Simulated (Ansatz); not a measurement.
PtS2 (CdCl2 type) was relaxed with r2SCAN+rVV10, strained in 2 ways (changes of length per length), its atoms relaxed again with r2SCAN+rVV10, and run with r2SCAN in the PAW code Ansatz. Values at 0 K without nuclear motion; spin polarisation is off, and the phase may be a hypothetical one.

Epitaxial -2.66 % in the xy plane, free normal strain +2.44 %. Input:
```yaml
crystal:
  lattice:
    - [1.717508722, 0.991604123, 5.6575555288]
    - [-1.717508722, 0.991604123, 5.6575555288]
    - [0.0, -1.983208246, 5.6575555288]
  atoms:
    - { symbol: Pt, position: [0.0, 0.0, 0.0] }
    - { symbol: S, position: [0.2569923297, 0.2569923297, 0.2569923297] }
    - { symbol: S, position: [0.7430076703, 0.7430076703, 0.7430076703] }
kpoints:
  mp_grid: { grid: [8, 8, 8] }
  band_path:
    path:
      - [0.0, 0.0, 0.0]
      - [0.5, 0.5, 0.5]
      - [0.8106532132, 0.1893467868, 0.5]
      - [0.5, -0.1893467868, 0.1893467868]
      - [0.5, 0.0, 0.0]
      - [0.3446733934, -0.3446733934, 0.0]
      - [0.6553266066, 0.0, 0.3446733934]
      - [0.5, 0.0, 0.5]
      - [0.25, 0.25, -0.5]
      - [0.260417, 0.260417, 0.442708]
      - [0.0, 0.242188, -0.242188]
    npoints: 1
hamiltonian:
  xc: r2scan
scf:
  occupations: { method: fixed }
  n_extra_bands: 4
output:
  forces: true
  stress: true
  eigenvalues: true
```

Main results, then levels in eV from the Fermi energy at the points of the path (names of the unstrained zone, bands numbered from 0):
```
Crystal: 3 atoms, lattice volume = 57.812 Å³
Basis set: ecut = 500 eV, 1455 PW (Γ), FFT grids on a1−a3, a2−a3, a3
Symmetry: 12 space group operations
Space group: R-3m (ITA 166)
k-points: 65 of 512
Free energy (F): -14349.678083 eV
Fermi energy:    9.386773 eV
--- Forces (eV/Å), atoms counted from 1 ---
  atom   1  Pt      0.00000      0.00000      0.00000
  atom   2  S       0.00000      0.00000      0.04221
  atom   3  S       0.00000      0.00000    -0.04221
--- Stress (GPa, compression-positive) ---
        7.468375       0.000000       0.000000
        0.000000       7.468375       0.000000
        0.000000       0.000000       1.170160
  P = ⅓ Tr σ = 5.3690 GPa (53.690 kbar)
```
```tsv
point	band_10	band_11	band_12	band_13	band_14	band_15	band_16	band_17
Γ	-3.537	-1.803	-0.410	-0.410	-0.212	3.097	3.097	6.253
T	-3.534	-2.241	-1.015	-0.538	-0.538	3.238	3.238	6.507
H₂	-4.055	-2.937	-2.857	-1.222	-0.995	1.936	2.189	6.836
H₀	-4.055	-2.937	-2.857	-1.222	-0.995	1.936	2.189	6.836
L	-2.683	-2.635	-2.299	-2.134	-2.048	2.617	2.697	6.452
S₀	-4.113	-2.972	-2.931	-1.108	-1.093	1.869	2.200	6.807
S₂	-4.113	-2.972	-2.931	-1.108	-1.093	1.869	2.200	6.807
F	-2.765	-2.633	-2.321	-2.113	-1.864	3.128	3.397	4.770
(1/4,1/4,-1/2)	-3.810	-2.707	-1.249	-0.604	-0.060	1.429	2.750	6.899
(0.260,0.260,0.443)	-3.791	-2.434	-1.241	-0.435	0.065	1.731	2.850	7.509
(0,0.242,-0.242)	-4.289	-2.706	-2.408	-1.838	-0.501	1.209	3.069	7.204
```

r2SCAN gives an indirect gap of 1.14 eV, from k = (0.260, 0.260, 0.443) to Γ–S₀ (0.70 of the way from Γ); the least direct gap is 1.49 eV at k = (1/4, 1/4, -1/2). With the atoms held, the mean pressure is +5.37 GPa (compression positive).

Xy shear, engineering strain (angle) -5.25 %. These blocks change:
```yaml
crystal:
  lattice:
    - [1.7377019866, 0.9723849589, 5.5230462181]
    - [-1.7911838198, 1.0650182113, 5.5230462181]
    - [0.0534818332, -2.0374031703, 5.5230462181]
  atoms:
    - { symbol: Pt, position: [0.0, 0.0, 0.0] }
    - { symbol: S, position: [0.2482469257, 0.2678508691, 0.2585819514] }
    - { symbol: S, position: [0.7517530743, 0.7321491309, 0.7414180486] }
kpoints:
  mp_grid: { grid: [8, 8, 8] }
  band_path:
    path:
      - [0.0, 0.0, 0.0]
      - [0.5, 0.5, 0.5]
      - [0.8106532132, 0.1893467868, 0.5]
      - [0.5, -0.1893467868, 0.1893467868]
      - [0.5, 0.0, 0.0]
      - [0.3446733934, -0.3446733934, 0.0]
      - [0.6553266066, 0.0, 0.3446733934]
      - [0.5, 0.0, 0.5]
      - [0.25, 0.25, -0.5]
      - [0.34375, 0.169271, 0.171875]
      - [0.234375, -0.007812, -0.252604]
    npoints: 1
output:
  forces: true
  stress: true
  eigenvalues: true
  write_density: true
  write_potential: true
  elf: true
  volumetric_format: npy
```

```
Crystal: 3 atoms, lattice volume = 59.523 Å³
Basis set: ecut = 500 eV, 1525 PW (Γ), FFT grids on a1−a2, a1, −a1+a3
Symmetry: 2 space group operations
Space group: P-1 (ITA 2)
k-points: 260 of 512
Free energy (F): -14349.722485 eV
Fermi energy:    9.157160 eV
--- Forces (eV/Å), atoms counted from 1 ---
  atom   1  Pt      0.00000      0.00000      0.00000
  atom   2  S       0.00166    -0.00047      0.04397
  atom   3  S     -0.00166      0.00047    -0.04397
--- Stress (GPa, compression-positive) ---
        1.114266       3.225779      -0.101934
        3.225779       1.154203      -0.006332
       -0.101933      -0.006332       1.090601
  P = ⅓ Tr σ = 1.1197 GPa (11.197 kbar)
```
```tsv
point	band_10	band_11	band_12	band_13	band_14	band_15	band_16	band_17
Γ	-3.558	-1.772	-1.002	-0.647	-0.193	2.744	2.781	5.751
T	-3.553	-2.237	-1.141	-1.137	-0.746	2.894	2.931	6.152
H₂	-4.137	-3.248	-2.874	-1.543	-1.221	1.598	1.950	6.674
H₀	-4.246	-3.270	-2.875	-1.556	-1.255	1.556	2.028	6.746
L	-2.967	-2.809	-2.790	-2.216	-2.194	2.222	2.413	5.911
S₀	-4.109	-3.270	-2.961	-1.396	-1.359	1.551	1.952	6.674
S₂	-4.089	-3.270	-2.990	-1.445	-1.347	1.536	2.024	6.693
F	-3.023	-2.870	-2.558	-2.480	-1.965	2.737	2.929	4.749
(1/4,1/4,-1/2)	-3.989	-2.864	-1.349	-0.985	-0.316	1.112	2.429	6.486
(0.344,0.169,0.172)	-4.066	-2.437	-1.262	-0.908	0.039	1.514	2.459	6.821
(0.234,-0.008,-0.253)	-4.460	-2.851	-2.584	-2.031	-0.830	0.967	2.781	6.579
```

With r2SCAN the valence top lies at k = (0.344, 0.169, 0.172) and the conduction bottom at k = (0.234, -0.008, -0.253), 0.93 eV higher; the smallest vertical gap, at k = (-1/2, 1/4, 1/4), is 1.29 eV. With the atoms held, the mean pressure is +1.12 GPa (compression positive).

Spin-orbit coupling is left out, which matters wherever the heavy atoms make up the band edges.
